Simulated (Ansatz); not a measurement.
# Ga19N18: course of a relaxation

The calculation used DFT PBE, scalar-relativistic, plane waves, PAW in Ansatz. Run with 420 eV cutoff, 2×2×2 k-mesh, shifted by half a step, Gaussian smearing of 0.01 eV, collinear spin.

What was changed: Ga interstitial, charge +0, atoms relaxed at the host's cell.

The starting moments weren't kept.

In a supercell of 37 atoms the defect feels its periodic images, and the cell reads as a metal on the mesh, so a level in the gap can't be told from a carrier in the bands.

Command:

```bash
ansatz run input.yaml --threads 4 --pin off --max-ram 10240MiB --backend cpu --events-out ev --progress --plain --runs-dir out
```

Input:

```yaml
crystal:
  lattice:
    - [-1.0e-10, 5.5743817708, -5.2431684095]
    - [4.8275562239, -2.7871908853, -5.2431684095]
    - [-4.8275562239, -2.7871908854, -5.2431684095]
  atoms:
    - { symbol: Ga, position: [0.9447328234, 0.2780661568, 0.2780661568] }
    - { symbol: Ga, position: [0.2780661568, 0.9447328234, 0.2780661568] }
    - { symbol: Ga, position: [0.9344980168, 0.6132387393, 0.941509798], spin: 0.1 }
    - { symbol: Ga, position: [0.6113994901, 0.6113994901, 0.2780661568] }
    - { symbol: Ga, position: [0.2780661568, 0.2780661568, 0.9447328234] }
    - { symbol: Ga, position: [0.9599436978, 0.9539902685, 0.6192504051], spin: 0.1 }
    - { symbol: Ga, position: [0.6227664605, 0.9284871772, 0.9361599476], spin: 0.1 }
    - { symbol: Ga, position: [0.2780661568, 0.6113994901, 0.6113994901] }
    - { symbol: Ga, position: [0.6113994901, 0.2780661568, 0.6113994901] }
    - { symbol: Ga, position: [0.884645695, 0.9018393857, 0.2256675593], spin: 0.1 }
    - { symbol: Ga, position: [0.2225106012, 0.5558439345, 0.2225106012] }
    - { symbol: Ga, position: [0.8716848761, 0.2299364015, 0.8823999211], spin: 0.1 }
    - { symbol: Ga, position: [0.5558439345, 0.2225106012, 0.2225106012] }
    - { symbol: Ga, position: [0.2067217808, 0.8935219922, 0.8876239657], spin: 0.1 }
    - { symbol: Ga, position: [0.8891772679, 0.5558439345, 0.5558439345] }
    - { symbol: Ga, position: [0.5558439345, 0.5558439345, 0.8891772679] }
    - { symbol: Ga, position: [0.2225106012, 0.2225106012, 0.5558439345] }
    - { symbol: Ga, position: [0.5558439345, 0.8891772679, 0.5558439345] }
    - { symbol: "N", position: [0.8191560655, 0.1524893988, 0.1524893988] }
    - { symbol: "N", position: [0.1524893988, 0.8191560655, 0.1524893988] }
    - { symbol: "N", position: [0.8191560655, 0.4858227321, 0.8191560655] }
    - { symbol: "N", position: [0.4858227321, 0.4858227321, 0.1524893988] }
    - { symbol: "N", position: [0.1524893988, 0.1524893988, 0.8191560655] }
    - { symbol: "N", position: [0.8191560655, 0.8191560655, 0.4858227321] }
    - { symbol: "N", position: [0.4858227321, 0.8191560655, 0.8191560655] }
    - { symbol: "N", position: [0.1524893988, 0.4858227321, 0.4858227321] }
    - { symbol: "N", position: [0.4858227321, 0.1524893988, 0.4858227321] }
    - { symbol: "N", position: [0.0969338432, 0.0969338432, 0.4302671766] }
    - { symbol: "N", position: [0.4302671766, 0.7636005099, 0.4302671766] }
    - { symbol: "N", position: [0.0969338432, 0.4302671766, 0.0969338432] }
    - { symbol: "N", position: [0.7636005099, 0.4302671766, 0.4302671766] }
    - { symbol: "N", position: [0.4302671766, 0.0969338432, 0.0969338432] }
    - { symbol: "N", position: [0.097397521, 0.7650691547, 0.7841236604], spin: 0.1 }
    - { symbol: "N", position: [0.7612469831, 0.7695357584, 0.0998058075], spin: 0.1 }
    - { symbol: "N", position: [0.4302671766, 0.4302671766, 0.7636005099] }
    - { symbol: "N", position: [0.7763887026, 0.0879247547, 0.762575837], spin: 0.1 }
    - { symbol: Ga, position: [0.9202773554, 0.9311419017, 0.9297339179], spin: 0.1 }
  host:
    lattice:
      - [3.2183708159, 0.0, 0.0]
      - [-1.609185408, 2.7871908854, 0.0]
      - [0.0, 0.0, 5.2431684095]
    atoms:
      - { symbol: Ga, position: [0.6666666667, 0.3333333333, 0.4991348631] }
      - { symbol: Ga, position: [0.3333333333, 0.6666666667, 0.9991348631] }
      - { symbol: "N", position: [0.6666666667, 0.3333333333, 0.8758651369] }
      - { symbol: "N", position: [0.3333333333, 0.6666666667, 0.3758651369] }
basis:
  ecutwfc: 420
  xc_grid: 2
kpoints:
  mp_grid: { grid: [2, 2, 2], shift: [0.5, 0.5, 0.5] }
hamiltonian:
  xc: pbe
scf:
  occupations: { method: gaussian, width: 0.01 }
output:
  forces: true
  stress: false
  eigenvalues: true
  populations: true
  charged_corrections:
    defect_position: [0.93055556, 0.93055556, 0.93055556]
    epsilon: [[10.4928, 0.0, 0.0], [0.0, 10.4928, 0.0], [0.0, 0.0, 11.6882]]
  write_density: true
  write_potential: true
  elf: true
  volumetric_format: npy
magnetization:
  spin_polarized: true
relax:
  adjacent_minimum: "off"
  f_tol: 0.025
  max_steps: 45
```

F is the free energy.

Steps:

```csv
step,F − F(1) (eV),largest force component (eV/Å)
1,0.0000,6.505
2,-3.2836,2.864
3,-4.5078,0.754
4,-4.5408,0.337
5,-4.5508,0.120
6,-4.5518,0.011
7,-4.5518,0.011
```

Relaxed structure:

```xyz
37
Lattice="0.0000 5.5744 -5.2432 4.8276 -2.7872 -5.2432 -4.8276 -2.7872 -5.2432" Properties=species:S:1:pos:R:3 pbc="T T T"
Ga    0.0011    3.6865   -7.9526
Ga    3.1983   -1.8511   -7.9525
Ga   -1.7486    1.0046  -12.9773
Ga    1.5755    0.9036   -7.8479
Ga   -3.1966   -1.8514   -7.9519
Ga    1.7491    1.0042  -12.9792
Ga    0.0008   -2.0257  -12.9769
Ga    0.0006   -1.8239   -7.8485
Ga   -1.5741    0.9036   -7.8484
Ga    3.2264    1.8571  -10.6261
Ga    1.6025   -0.9301   -5.2838
Ga   -3.2244    1.8572  -10.6231
Ga    0.0009    1.8441   -5.2838
Ga    0.0012   -3.7301  -10.6225
Ga    0.0010    1.8669  -10.4827
Ga   -1.6206   -0.9416  -10.4828
Ga   -1.6007   -0.9300   -5.2838
Ga    1.6224   -0.9414  -10.4827
N     0.0015    3.6304   -6.0215
N     3.1499   -1.8226   -6.0214
N    -1.6082    0.9239  -11.0757
N     1.6072    0.9222   -5.8861
N    -3.1482   -1.8234   -6.0204
N     1.6100    0.9237  -11.0771
N     0.0010   -1.8638  -11.0754
N     0.0009   -1.8606   -5.8866
N    -1.6057    0.9223   -5.8866
N    -1.5881   -0.9228   -3.3156
N     1.5918   -0.9241   -8.5383
N     1.5898   -0.9226   -3.3159
N     0.0008    1.8317   -8.5382
N     0.0009    1.8293   -3.3160
N     0.0004   -3.6965   -8.3975
N     3.1971    1.8399   -8.3946
N    -1.5905   -0.9241   -8.5382
N    -3.1957    1.8400   -8.3971
Ga   -0.0015   -0.0073  -14.4081
```

The run converged. Time: 120 s on 4 threads of Intel(R) Xeon(R) 6975P-C (Granite Rapids), on a shared host, peak memory 2.2 GiB.